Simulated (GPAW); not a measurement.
# GaSb (F-43m) in GPAW: notebook, part 2 of 2

GPAW 26.7.0.

### 3 Single point, PBE

The input, run.py:

```python
from ase.dft.bandgap import bandgap
from ase.io import read, write
from ase.units import GPa
from gpaw import GPAW, PW

atoms = read('GaSb.xyz')

calc = GPAW(mode=PW(600),
            xc='PBE',
            kpts={'size': (4, 4, 4), 'gamma': True},
            occupations={'name': 'fermi-dirac', 'width': 0.05},
            nbands=18,
            convergence={'density': 1e-05, 'energy': 1e-05},
            maxiter=100,
            txt='gpaw.txt')
atoms.calc = calc
energy = atoms.get_potential_energy()
forces = atoms.get_forces()
stress = atoms.get_stress()
calc.write('gs.gpw')
write('result.traj', atoms)
print(f'Energy: {energy:.6f} eV')
print('Forces (eV/A):')
print(forces.round(4))
print('Stress (GPa):', (stress / GPa).round(3))
print('Fermi level:', round(calc.get_fermi_level(), 4), 'eV')
print(f'Gap: {bandgap(calc)[0]:.4f} eV, direct: {bandgap(calc, direct=True)[0]:.4f} eV')
```

The input, GaSb.xyz:

```xyz
2
Lattice="0.0000000000 3.0590000000 3.0590000000 3.0590000000 0.0000000000 3.0590000000 3.0590000000 3.0590000000 0.0000000000" Properties=species:S:1:pos:R:3 pbc="T T T"
Sb     4.5885000000      4.5885000000      4.5885000000
Ga     0.0000000000      0.0000000000      0.0000000000
```

Potentials or basis: GPAW PAW data sets (gpaw-data 1.2.1), pw.

Run with:

```bash
$ OMP_NUM_THREADS=1 python run.py
```

gpaw.txt:

```text
__  _  _
 | _ |_)|_||  |
 |__||  | ||/\| - 26.7.0

Input parameters:
  mode=PW(ecut=600.0),
  convergence={'density': 1e-05, 'energy': 1e-05},
  kpts=MonkhorstPack(size=(4, 4, 4), gamma=True),
  maxiter=100,
  nbands=18,
  occupations=Occupations(name='fermi-dirac', width=0.05),
  xc=XC(name='PBE')

Diagonalizing LCAO Hamiltonian
Converting LCAO to pw mode

                     Sb

       Ga

Atoms  # Å, Bohr magnetons
|   | symbol |        x |        y |        z |    initial magnetic moments |
|---|--------|----------|----------|----------|-----------------------------|
| 0 |     Sb | 4.588500 | 4.588500 | 4.588500 | ( 0.0000,  0.0000,  0.0000) |
| 1 |     Ga | 0.000000 | 0.000000 | 0.000000 | ( 0.0000,  0.0000,  0.0000) |

Unit cell  # Å
| periodic |        x |        y |        z |  lengths |    angles |
|----------|----------|----------|----------|----------|-----------|
|      yes | 0.000000 | 3.059000 | 3.059000 | 4.326079 | 60.000000 |
|      yes | 3.059000 | 0.000000 | 3.059000 | 4.326079 | 60.000000 |
|      yes | 3.059000 | 3.059000 | 0.000000 | 4.326079 | 60.000000 |

Number of symmetries: 24
Symmetry operations  # r_c * U_cc + t_c -> r_c
|    | kind |            matrix            |
|----|------|------------------------------|
|  0 |  E   |  1, 0, 0,  0, 1, 0,  0, 0, 1 |
|  1 |  σ   |  1, 0, 0,  0, 0, 1,  0, 1, 0 |
|  2 |  σ   |  1, 0,-1,  0, 1,-1,  0, 0,-1 |
|  3 |  C3  |  1, 0,-1,  0, 0,-1,  0, 1,-1 |
|  4 |  C3  |  1,-1, 0,  0,-1, 1,  0,-1, 0 |
|  5 |  σ   |  1,-1, 0,  0,-1, 0,  0,-1, 1 |
|  6 |  σ   |  0, 1, 0,  1, 0, 0,  0, 0, 1 |
|  7 |  C3  |  0, 1, 0,  0, 0, 1,  1, 0, 0 |
|  8 |  C2  |  0, 1,-1,  1, 0,-1,  0, 0,-1 |
|  9 |  S4  |  0, 1,-1,  0, 0,-1,  1, 0,-1 |
| 10 |  C3  |  0, 0, 1,  1, 0, 0,  0, 1, 0 |
| 11 |  σ   |  0, 0, 1,  0, 1, 0,  1, 0, 0 |
| 12 |  S4  |  0, 0,-1,  1, 0,-1,  0, 1,-1 |
| 13 |  C3  |  0, 0,-1,  0, 1,-1,  1, 0,-1 |
| 14 |  S4  |  0,-1, 1,  1,-1, 0,  0,-1, 0 |
| 15 |  C2  |  0,-1, 1,  0,-1, 0,  1,-1, 0 |
| 16 |  C3  |  0,-1, 0,  1,-1, 0,  0,-1, 1 |
| 17 |  S4  |  0,-1, 0,  0,-1, 1,  1,-1, 0 |
| 18 |  S4  | -1, 1, 0, -1, 0, 1, -1, 0, 0 |
| 19 |  C3  | -1, 1, 0, -1, 0, 0, -1, 0, 1 |
| 20 |  C3  | -1, 0, 1, -1, 1, 0, -1, 0, 0 |
| 21 |  S4  | -1, 0, 1, -1, 0, 0, -1, 1, 0 |
| 22 |  σ   | -1, 0, 0, -1, 1, 0, -1, 0, 1 |
| 23 |  C2  | -1, 0, 0, -1, 0, 1, -1, 1, 0 |

BZ-sampling:
  Number of BZ points: 64
  Number of IBZ points: 8

  Monkhorst-Pack size: [4, 4, 4]
  Monkhorst-Pack shift: [0.125, 0.125, 0.125]

K-points  # in reciprocal-cell coordinates
|   |                                coordinates |     weight |
|---|--------------------------------------------|------------|
| 0 | (  0.00000000,   0.00000000,   0.00000000) | 0.01562500 |
| 1 | (  0.25000000,   0.25000000,   0.00000000) | 0.09375000 |
| 2 | (  0.25000000,   0.25000000,   0.25000000) | 0.12500000 |
| 3 | (  0.50000000,   0.25000000,  -0.25000000) | 0.09375000 |
| 4 | (  0.50000000,   0.25000000,   0.25000000) | 0.18750000 |
| 5 | (  0.50000000,   0.50000000,   0.00000000) | 0.04687500 |
| 6 | (  0.50000000,   0.50000000,   0.25000000) | 0.37500000 |
| 7 | (  0.50000000,   0.50000000,   0.50000000) | 0.06250000 |

Plane wave coefficients: 1924
Cutoff: 600.0 eV

Spin-components: 1 (collinear spins)
Bands:           18
Projectors:      11
Spin-degeneracy: 2
Datatype:        complex128

Parallelization:
  kpt:    1
  domain: 1
  band:   1

Density:
  Valence electrons: 18.0
  Components: 1
  Grid points: [25 25 25]
  Charge: 0.0  # |e|

Potential:
  Grid points: [25 25 25]

species:
  Sb:
    name:    Antimony
    Z:       51.0
    valence: 15
    core:    36
    charge:  0.0  # [|e|]
    compensation charges:
      type: gauss
      rc: 0.36  # [Å]
      lmax: 2
    cutoffs:
      filter: 2.23  # [Å]
      core: 2.23  # [Å]
    projectors
    | kind |    occ | energy [eV] | rcut [Å] |
    |------|--------|-------------|----------|
    |   5s |  2.000 |     -12.815 |    1.154 |
    |   5p |  3.000 |      -4.830 |    1.233 |
    |   4d | 10.000 |     -33.514 |    1.196 |
    |    s |        |      14.396 |    1.154 |
    |    p |        |      22.381 |    1.233 |
    |    d |        |      -6.303 |    1.196 |

    Using partial waves for Sb as LCAO basis

  Ga:
    name:    Gallium
    Z:       31.0
    valence: 3
    core:    28
    charge:  0.0  # [|e|]
    compensation charges:
      type: gauss
      rc: 0.37  # [Å]
      lmax: 2
    cutoffs:
      filter: 2.06  # [Å]
      core: 4.17  # [Å]
    projectors
    | kind |    occ | energy [eV] | rcut [Å] |
    |------|--------|-------------|----------|
    |   4s |  2.000 |      -8.945 |    1.164 |
    |   4p |  1.000 |      -2.580 |    1.164 |
    |    s |        |      18.266 |    1.164 |
    |    p |        |      24.631 |    1.164 |
    |    d |        |       0.000 |    1.164 |

    Using partial waves for Ga as LCAO basis

Reference energy: -229166.229777  # eV

eigensolver:
  PPCG
  Converge bands: occupied
  niter=2

density mixing:
  MSR1-Mixer
  Pratt-step length: 0.05
  Maximum mixing coefficient: 0.75
  Old densities: 10
  SVD Regularization: 0.005
  Good broyden scale: 1.0
  Trust region scale: 1.0
  Backstep threshold: 4.0
  History deletion threshold: 6.0
  Fourier metric: weight=20.0, sigma=0.015

occupation numbers:
  Fermi-Dirac:
    width: 0.0500  # eV

poisson solver:
  ecut: 4800.0  # eV

xc functional:
  name: PBE with 2 nearest neighbor stencil

convergence criteria:
- Maximum integral of absolute [dens]ity change: 1e-05 electrons / valence electron
- Maximum [total energy] change in last 3 cyles: 1e-05 eV / valence electron
- Maximum integral of absolute [eigenst]ate change: 4e-08 eV^2 / valence electron
maximum number of iterations: 100

SCF iterations
|iter     | |      energy | eigst |  dens |
|---------|-|-------------|-------|-------|
|iter:   1| |   -7.475521 | +0.19 |       |
|iter:   2| |   -7.477496 | -2.00 | -1.26 |
|iter:   3| |   -7.455708 | -2.41 | -1.29 |
|iter:   4| |   -7.457940 | -3.10 | -1.82 |
|iter:   5| |   -7.458292 | -4.17 | -2.54 |
|iter:   6| |   -7.458458 | -4.83 | -2.92 |
|iter:   7| |   -7.458459c| -6.57 | -4.11 |
|iter:   8| |   -7.458459c| -7.39 | -4.56 |
|iter:   9| |   -7.458459c| -8.33c| -5.39c|

Converged in 9 steps
Energy contributions relative to reference atoms: (reference = -229166.229777)

Energy contributions:
  Kinetic:          12.628934
  Coulomb:         -10.812397
  Zero:              0.193276
  External:          0.000000
  Xc:               -9.466670
  Entropy:          -0.003202
  Spinorbit:         0.000000
  ----------------------------
  Free energy:      -7.460060
  Extrapolated:     -7.458459

dipole moment: (-11.062495, -11.062495, -11.062495)  # |e|*Ang

Fermi level: 5.000
Eigenvalues  # (at kpt = [0.000, 0.000, 0.000])
| band index |      eig [eV] | occ [0-2] |
|------------|---------------|-----------|
|          0 |       -23.785 |     2.000 |
|          1 |       -23.785 |     2.000 |
|          2 |       -23.785 |     2.000 |
|          3 |       -23.769 |     2.000 |
|          4 |       -23.769 |     2.000 |
|          5 |        -6.525 |     2.000 |
[... 10 lines left out ...]
|         16 |        14.447 |     0.000 |
|         17 |        14.447 |     0.000 |

Gap: 0.086 eV
Transition (v -> c):
  (s=0, k=0, n=8, [0.00, 0.00, 0.00]) -> (s=0, k=0, n=9, [0.00, 0.00, 0.00])
No difference between direct/indirect transitions

Forces  # eV/Ang
|       x |       y |       z |
|---------|---------|---------|
| 0.00000 | 0.00000 | 0.00000 |  # Sb   0
| 0.00000 | 0.00000 | 0.00000 |  # Ga   1

Stress tensor  # eV/Ang^3
|         x |         y |         z |
|-----------|-----------|-----------|
| -0.017610 | -0.000000 | -0.000000 |
| -0.000000 | -0.017610 | -0.000000 |
| -0.000000 | -0.000000 | -0.017610 |

# Writing to gs.gpw (mode='')
```

It took 5 s on 1 thread of Arm Neoverse V2, shared host; peak memory 0.15 GiB.

Results:

- Free energy: -7.4601 eV
- Pressure: 2.8 GPa
- Band gap on the k mesh: 0.09 eV, direct

Caveat: the k mesh is coarse (spacing up to 0.44 Å⁻¹), so the values aren't converged; spin-orbit coupling is left out, which moves the levels of the heavy elements.

### 4 Single point, PBE

run.py: that of step 3 with these lines changed.

```diff
@@ -5,7 +5,7 @@
 
-atoms = read('GaSb.xyz')
+atoms = read('GaSb.cif')
 
-calc = GPAW(mode=PW(600),
+calc = GPAW(mode=PW(900),
             xc='PBE',
-            kpts={'size': (4, 4, 4), 'gamma': True},
+            kpts={'size': (6, 6, 6), 'gamma': True},
             occupations={'name': 'fermi-dirac', 'width': 0.05},
@@ -13,3 +13,3 @@
             convergence={'density': 1e-05, 'energy': 1e-05},
-            maxiter=100,
+            maxiter=60,
             txt='gpaw.txt')
```

The input, GaSb.cif:

```cif
data_GaSb
_cell_length_a 4.32607929
_cell_length_b 4.32607929
_cell_length_c 4.32607929
_cell_angle_alpha 60.00000000
_cell_angle_beta 60.00000000
_cell_angle_gamma 60.00000000
_space_group_name_H-M_alt 'P1'
_space_group_name_Hall 'P 1'
_space_group_IT_number 1
loop_
_space_group_symop_operation_xyz
'x,y,z'
loop_
_atom_site_label
_atom_site_type_symbol
_atom_site_symmetry_multiplicity
_atom_site_Wyckoff_symbol
_atom_site_fract_x
_atom_site_fract_y
_atom_site_fract_z
_atom_site_occupancy
Sb1 Sb 1 a 0.7500000000 0.7500000000 0.7500000000 1
Ga1 Ga 1 a 0.0000000000 0.0000000000 0.0000000000 1
```

Run with:

```bash
$ OMP_NUM_THREADS=1 python run.py
```

Wall time 16 s (1 thread of Arm Neoverse V2, shared host); peak memory 0.19 GiB.

It converged, with:

```yaml
Free_energy: -7.6237 eV
Pressure: 2.4 GPa
Band_gap_on_the_k_mesh: 0.09 eV, direct
```

Levels at points of the mesh, in eV from the valence-band top:
| k point | band 6 | band 7 | band 8 | band 9 | band 10 | band 11 | band 12 | band 13 |
| --- | --- | --- | --- | --- | --- | --- | --- | --- |
| (0.00, 0.00, 0.00) | -11.44 | 0.00 | 0.00 | 0.00 | 0.09 | 2.81 | 2.81 | 2.81 |
| (0.50, 0.50, 0.00) | -9.06 | -6.76 | -2.56 | -2.56 | 0.93 | 1.27 | 8.75 | 8.75 |
| (0.50, 0.50, 0.50) | -9.87 | -6.33 | -1.15 | -1.15 | 0.44 | 3.79 | 3.79 | 6.51 |

Caveat: spin-orbit coupling is left out, which moves the levels of the heavy elements.

### 5 Summary

| cell | k mesh | cutoff (eV) | maxiter | other keys | mesh quality | gap on the mesh (eV) | pressure (GPa) |
| --- | --- | --- | --- | --- | --- | --- | --- |
| volume scaled by 0.96 | 6 × 6 × 6 | 500 | 80 | - | not flagged | 0.39 | 4.6 |
| as given | 4 × 4 × 4 | 600 | 100 | several, not listed | coarse | 0.09 | 2.8 |
| as given | 6 × 6 × 6 | 900 | 60 | several, not listed | not flagged | 0.09 | 2.4 |

Alike in all rows: task single point; level PBE; potentials or basis GPAW PAW data sets (gpaw-data 1.2.1), pw; no spin polarisation; smearing fermi-dirac 0.05 eV.

Caveats: some runs use coarse meshes; spin-orbit coupling is left out, which moves the levels of the heavy elements; the cutoff is short for stress and forces, so pressures can be off by a GPa or more (some runs).

Absolute energies hang on the potentials; compare differences alone.
